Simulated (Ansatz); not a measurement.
Input of an Ansatz 0.2.0 run:

input.yaml

```yaml
crystal:
  lattice:
    - [3.3545324186, 0.0, 0.0]
    - [-1.6772662093, 2.9051102923, 0.0]
    - [0.0, 0.0, 5.47016065]
  atoms:
    - { symbol: Sb, position: [0.6666666667, 0.3333333333, 0.75] }
    - { symbol: Sb, position: [0.3333333333, 0.6666666667, 0.25] }
hamiltonian:
  xc: blyp
  pseudopotentials: { kind: paw }
kpoints:
  mp_grid: { grid: [9, 9, 5] }
  band_path:
    path:
      - [[0.0, 0.0, 0.0], [0.5, 0.0, 0.0], [0.3333333333, 0.3333333333, 0.0], [0.0, 0.0, 0.0], [0.0, 0.0, 0.5], [0.5, 0.0, 0.5], [0.3333333333, 0.3333333333, 0.5], [0.0, 0.0, 0.5]]
      - [[0.5, 0.0, 0.5], [0.5, 0.0, 0.0]]
      - [[0.3333333333, 0.3333333333, 0.0], [0.3333333333, 0.3333333333, 0.5]]
    npoints: 14
scf:
  occupations: { method: fermi_dirac, width: 0.05 }
  n_extra_bands: 6
output:
  forces: true
  stress: true
  eigenvalues: true
  fatbands: false
  write_density: true
  write_potential: true
  elf: true
  volumetric_format: npy
```

Potentials or basis: Ansatz PAW.

Launch:

```bash
$ ansatz run input.yaml --threads 2 --pin off --max-ram 5632MiB --backend cpu --events-out ev --progress --plain --runs-dir out
```

Problem. What does it give for the pressure?

Solution. 7.3 GPa.

Problem. What does it give for the band gap on the k mesh?

Solution. None (metal or under the smearing width).

Levels at the corners of the path, in eV from the Fermi level:
| point | band 12 | band 13 | band 14 | band 15 | band 16 | band 17 | band 18 | band 19 |
| --- | --- | --- | --- | --- | --- | --- | --- | --- |
| Γ | -9.21 | -5.68 | 3.54 | 3.54 | 5.17 | 5.17 | 5.37 | 8.19 |
| M | -8.12 | -4.26 | -2.99 | -2.18 | 0.05 | 0.40 | 3.61 | 4.88 |
| K | -8.24 | -4.29 | -2.10 | -2.10 | -0.98 | -0.67 | -0.67 | 4.06 |
| Γ | -9.21 | -5.68 | 3.54 | 3.54 | 5.17 | 5.17 | 5.37 | 8.19 |
| A | -11.72 | -0.72 | -0.72 | 4.33 | 4.33 | 4.33 | 4.33 | 9.12 |
| L | -8.57 | -5.19 | -5.19 | 1.63 | 1.63 | 1.79 | 1.79 | 6.27 |
| H | -7.96 | -4.14 | -4.14 | -3.08 | -3.08 | 3.00 | 3.00 | 7.94 |
| A | -11.72 | -0.72 | -0.72 | 4.33 | 4.33 | 4.33 | 4.33 | 9.12 |
| L | -8.57 | -5.19 | -5.19 | 1.63 | 1.63 | 1.79 | 1.79 | 6.27 |
| M | -8.12 | -4.26 | -2.99 | -2.18 | 0.05 | 0.40 | 3.61 | 4.88 |
| K | -8.24 | -4.29 | -2.10 | -2.10 | -0.98 | -0.67 | -0.67 | 4.06 |
| H | -7.96 | -4.14 | -4.14 | -3.08 | -3.08 | 3.00 | 3.00 | 7.94 |

Caveat: spin-orbit coupling is left out, which moves the levels of the heavy elements; the PAW data sets come from PBE, with cores solved anew for the run's functional, which leaves a small shift of forces and pressure.
